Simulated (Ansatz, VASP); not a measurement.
This is a calculation of TiO2 for Ansatz 0.2.0.

Contents of input.yaml:

```yaml
crystal:
  lattice:
    - [6.1535771931, -1.8834685, 0.0]
    - [6.1535771931, 1.8834685, 0.0]
    - [-1.9283261078, 0.0, 6.3289668713]
  atoms:
    - { symbol: Ti, position: [0.900071, 0.900071, 0.289602] }
    - { symbol: Ti, position: [0.195286, 0.195286, 0.283762] }
    - { symbol: Ti, position: [0.099929, 0.099929, 0.710398] }
    - { symbol: Ti, position: [0.804714, 0.804714, 0.716238] }
    - { symbol: O, position: [0.361931, 0.361931, 0.293397] }
    - { symbol: O, position: [0.2634885, 0.2634885, 0.6525] }
    - { symbol: O, position: [0.8671885, 0.8671885, 0.995291] }
    - { symbol: O, position: [0.7365115, 0.7365115, 0.3475] }
    - { symbol: O, position: [0.9416475, 0.9416475, 0.630021] }
    - { symbol: O, position: [0.1328115, 0.1328115, 0.004709] }
    - { symbol: O, position: [0.638069, 0.638069, 0.706603] }
    - { symbol: O, position: [0.0583525, 0.0583525, 0.369979] }
hamiltonian:
  xc: pbe
  pseudopotentials: { kind: paw }
kpoints:
  mp_grid: { grid: [8, 8, 4] }
scf:
  occupations: { method: fermi_dirac, width: 0.05 }
output:
  forces: true
  stress: true
  eigenvalues: true
```

Potentials or basis: Ansatz PAW.

Command:

```sh
$ ansatz run input.yaml --threads 4 --pin off --max-ram 11264MiB --backend cpu --events-out ev --progress --plain --runs-dir out
```

Question: Set up the same calculation for VASP 6.6.1. Potentials there: VASP PAW PBE potentials, release 64 (Ti_sv, O).

Answer: As run (the cutoff follows the program's own potentials):

File INCAR:

```
PREC = Accurate
ENCUT = 520
EDIFF = 1E-7
ISMEAR = -1
SIGMA = 0.05
LREAL = False
LASPH = True
NELM = 60
ALGO = Normal
ISIF = 2
LWAVE = False
LCHARG = True
GGA = PE
LELF = True
LVHAR = True
NBANDS = 60
```

File KPOINTS:

```
Automatic mesh
0
Gamma
  8 8 4
```

Contents of POSCAR:

```
TiO2
1.0
    6.1535771931     -1.8834685000      0.0000000000
    6.1535771931      1.8834685000      0.0000000000
   -1.9283261078      0.0000000000      6.3289668713
Ti O
4 8
Direct
    0.9000710000      0.9000710000      0.2896020000
    0.1952860000      0.1952860000      0.2837620000
    0.0999290000      0.0999290000      0.7103980000
    0.8047140000      0.8047140000      0.7162380000
    0.3619310000      0.3619310000      0.2933970000
    0.2634885000      0.2634885000      0.6525000000
    0.8671885000      0.8671885000      0.9952910000
    0.7365115000      0.7365115000      0.3475000000
    0.9416475000      0.9416475000      0.6300210000
    0.1328115000      0.1328115000      0.0047090000
    0.6380690000      0.6380690000      0.7066030000
    0.0583525000      0.0583525000      0.3699790000
```

Potentials or basis: VASP PAW PBE potentials, release 64 (Ti_sv, O).

Run with:

```console
$ cat potpaw_PBE.64/Ti_sv/POTCAR potpaw_PBE.64/O/POTCAR > POTCAR
$ mpirun -np 1 vasp_std > vasp.out
```

Both were run:

|  | VASP | Ansatz | Ansatz less VASP |
| --- | --- | --- | --- |
| gap on the k mesh at the Fermi level (eV) | 2.73 | 2.75 | +0.022 |
| least direct gap on the mesh (eV) | 2.90 | 2.92 | +0.021 |
| pressure (GPa) | -0.6 | -1.2 | -0.60 |
| largest component of the traceless stress (GPa) | 0.03 | 0.10 | +0.070 |
| rms of the force components (eV/Å) | 0.032 | 0.053 | +0.0215 |

Atom by atom the forces differ by 0.024 eV/Å (rms over components).

Caveats: the pressure holds a Pulay correction of +0.6 GPa for the finite cutoff (Ansatz). A k mesh can miss the band edges. A hybrid or GW would open this gap; PBE tends to underestimate it.
